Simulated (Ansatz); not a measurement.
# HgTe: pressure up to the limit of the methods

The task here is to estimate one member of a computed series from the others.

Program: Ansatz 0.2.0. Level of theory: DFT LDA, with the methods named in each step. These are calculated values, not measurements.

## Starting point

The structure is cubic, space group Fm-3m (No. 225). The conventional cell has a = 5.957 Å, b = 5.957 Å, c = 5.957 Å, α = 90.00°, β = 90.00°, γ = 90.00°. Hg (site symmetry m-3m) has 6 Te at 2.98 Å as nearest neighbours. Te (site symmetry m-3m) is surrounded by 6 Hg at 2.98 Å.

As a file:

```xyz
2
Lattice="0.0000 2.9784 2.9784 2.9784 0.0000 2.9784 2.9784 2.9784 0.0000" Properties=species:S:1:pos:R:3 pbc="T T T"
Hg    0.0000    0.0000    0.0000
Te    2.9784    2.9784    2.9784
```

Whether this phase is the stable one at these pressures isn't tested.

Atoms are numbered in the order of the input: Hg1, Te2.

The first run:

Input file input.yaml:

```yaml
crystal:
  lattice:
    - [0.0, 2.978352805, 2.978352805]
    - [2.978352805, 0.0, 2.978352805]
    - [2.978352805, 2.978352805, 0.0]
  atoms:
    - { symbol: Hg, position: [0.0, 0.0, 0.0] }
    - { symbol: Te, position: [0.5, 0.5, 0.5] }
kpoints:
  mp_grid: { grid: [12, 12, 12] }
scf:
  occupations: { method: fermi_dirac, width: 0.05 }
hamiltonian:
  xc: lda
  pseudopotentials: { kind: paw }
output:
  forces: true
  stress: true
relax:
  f_tol: 0.005
  max_steps: 40
  cell: {}
```

On the command line:

```bash
ansatz run input.yaml --threads 1 --pin off --max-ram 2048MiB --backend cpu --events-out ev --progress --plain --runs-dir out
```

Among the steps run: Cell relaxed at zero pressure, PAW; Volume scaled by 1, PAW; Volume scaled by 1, PAW (core large); Volume scaled by 0.94, PAW; Volume scaled by 0.88, PAW; Volume scaled by 0.8, PAW; Volume scaled by 0.72, PAW; Volume scaled by 0.64, PAW; Volume scaled by 0.55, PAW; Volume scaled by 0.55, PAW (core large).

One table of the session follows, with a row left open; its other results are not shown here.

```
          method  volume over the first  volume (Å³/atom)  pressure (GPa)
             PAW                      1            26.261            0.00
             PAW                   0.94            24.685            4.78
             PAW                   0.88            23.110           11.72
             PAW                    0.8            21.009           26.24
             PAW                   0.72                 ?               ?
             PAW                   0.64            16.807           93.55
             PAW                   0.55            14.444          183.22
PAW (core large)                      1            26.261           -0.05
PAW (core large)                   0.55            14.444          184.00
```

**Question.** Estimate the row for PAW, 0.72.

The run gave: volume (Å³/atom): 18.908; pressure (GPa): 50.87. In the column «volume (Å³/atom)» it lies between PAW, 0.64 (16.807) and PAW, 0.8 (21.009).

To keep in mind: Warnings in the runs' records: datasets by core.
